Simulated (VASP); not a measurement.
Input of a VASP 6.6.1 run:

Contents of INCAR:

```
PREC = Accurate
ENCUT = 520
EDIFF = 1E-7
ISMEAR = 0
SIGMA = 0.03
LREAL = False
LASPH = True
NELM = 80
ALGO = Fast
ISIF = 2
LWAVE = False
LCHARG = False
LDIPOL = True
IDIPOL = 3
DIPOL = 0.5 0.5 0.500
GGA = CA
NBANDS = 86
LVHAR = True
LVACPOTAV = True
ICORELEVEL = 1
```

The input KPOINTS:

```
Automatic mesh
0
Gamma
  7 4 1
```

POSCAR

```
CdS
1.0
    4.0834518600      0.0000000000      0.0000000000
    0.0000000000      6.6573690000      0.0000000000
    0.0000000000      0.0000000000     26.7879127800
Cd S
8 8
Direct
    0.9999995500      0.0004250000      0.2799770200
    0.5000005600      0.5004250000      0.3239817000
    0.4999995800      0.0004250000      0.4119907800
    0.0000005900      0.5004250000      0.4559954600
    0.9999996200      0.0004250000      0.5440045400
    0.5000006300      0.5004250000      0.5880092200
    0.4999996500      0.0004250000      0.6760183000
    0.0000006700      0.5004250000      0.7200229800
    0.9999995500      0.6245750000      0.2799770200
    0.5000005600      0.1245750000      0.3239817000
    0.4999995800      0.6245750000      0.4119907800
    0.0000005900      0.1245750000      0.4559954600
    0.9999996200      0.6245750000      0.5440045400
    0.5000006300      0.1245750000      0.5880092200
    0.4999996500      0.6245750000      0.6760183000
    0.0000006700      0.1245750000      0.7200229800
```

Potentials or basis: VASP PAW LDA potentials, release 64 (Cd, S).

Launch:

```bash
$ cat potpaw_LDA.64/Cd/POTCAR potpaw_LDA.64/S/POTCAR > POTCAR
$ mpirun -np 4 vasp_std > vasp.out
```

Problem. Predict the band gap on the k mesh.

Solution. 0.74 eV, direct.

Problem. Estimate the largest force.

Solution. 1.338 eV/Å.

Forces on the atoms (eV/Å):
```
Cd   0.000 -0.927  0.965
Cd   0.000  0.518 -0.306
Cd   0.000 -0.179  0.173
Cd   0.000  0.070 -0.094
Cd   0.000  0.070  0.094
Cd   0.000 -0.179 -0.173
Cd   0.000  0.518  0.306
Cd   0.000 -0.927 -0.965
S    0.000  0.281 -0.281
S    0.000  0.240 -0.659
S    0.000 -0.004  0.242
S    0.000  0.000 -0.157
S    0.000  0.000  0.157
S    0.000 -0.004 -0.242
S    0.000  0.240  0.659
S    0.000  0.281  0.281
```

As with any semilocal functional, this LDA gap is likely too small.
